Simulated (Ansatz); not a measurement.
# ZrS2: zone-centre modes

Method: DFT PBE+D3(BJ), scalar-relativistic, plane waves, PAW in Ansatz 0.2.0. The runs took a 420 eV cutoff, a Γ-centred 12×12×4 mesh and Gaussian smearing (0.05 eV). No spin polarisation.

The undisturbed cell (relaxed at this level):

```xyz
6
Lattice="3.6350 0.0000 0.0000 -1.8175 3.1480 0.0000 0.0000 0.0000 11.4455" Properties=species:S:1:pos:R:3 pbc="T T T"
Zr    0.0000    0.0000    0.0000
Zr    0.0000    0.0000    5.7227
S     0.0000    2.0987    1.4607
S     0.0000    2.0987    7.1834
S     1.8175    1.0493    4.2620
S     1.8175    1.0493    9.9848
```

Harmonic modes by finite displacements of 0.02 Å, without the LO–TO term. The cell doubles the primitive one, so its zone centre also holds the primitive cell's point q = (0, 0, 1/2).

(1) At this geometry, is the structure stable against these modes?

(2) List the wavenumbers in cm⁻¹.

Answers

(1) Yes: no mode is imaginary beyond 10 cm⁻¹, and only the three translations lie near zero.

(2) 0, 0, 0, 33, 33, 65, 158, 158, 163, 163, 247, 247, 250, 250, 311, 321, 324, 348.

Cost: 1 run of about 2.7 core-minutes, on AMD EPYC 7R43 (Zen 3) (shared hosts).